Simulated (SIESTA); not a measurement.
# Ag in SIESTA: convergence with Tolerance

Crystal: Ag.

```
Ag
1.0
    -0.00622    2.03863    2.06720
     2.01497    0.04695    2.01403
     2.08560    2.05608   -0.02368
Ag
1
Direct
  0.00221 0.02855 0.98957
```

The cell isn't the ideal one: cell strained at random at fixed volume.

```yaml
Program: SIESTA 5.4.2
Task: single point
Functional: RPBE
Potentials_or_basis: PseudoDojo 0.4 standard (PBE files)
Basis: DZP (energy shift 0.003 Ry; two zetas on semicore shells)
Grid_cutoff: 800 Ry
Energy_shift: 0.003 Ry
k_mesh: 8 × 8 × 8
Occupations: fermi-dirac, width 0.05 eV
Spin: no spin polarisation
```

These are the settings of the first run; the series varies Tolerance, with any setting tied to it.

Hardware: 1 thread of Arm Neoverse N1 (shared host).

Task: The values tried are 0.1, 0.01, 0.001, 0.0001, 1e-05, 1e-06, loosest first. From which on does the energy stay within 1 meV/atom of the tightest run that finished?

Result: From 0.01 on.

```
Tolerance  energy less the tightest run, at zero smearing (meV/atom)  pressure (GPa)  SCF cycles  CPU time (s)  peak memory (GiB)
      0.1                                                       1.77           10.29           4            30               0.22
     0.01                                                       0.00           10.11           6            35               0.22
    0.001                                                       0.00           10.11           6            35               0.21
   0.0001                                                       0.00           10.11           8            40               0.22
    1e-05                                                       0.00           10.11           8            40               0.22
    1e-06                                                       0.00           10.11          10            45               0.22
```

Against the tightest run, the pressure stays within 0.1 GPa from 0.01 on. The tightest run that finished is the yardstick and may itself not be fully converged.

Caveat, for the tightest run too: short orbitals over semicore shells can move pressures by several GPa; the potentials were made for another functional, which shifts forces and pressure; the basis of atomic orbitals isn't converged, which shifts pressures, moduli and gaps.
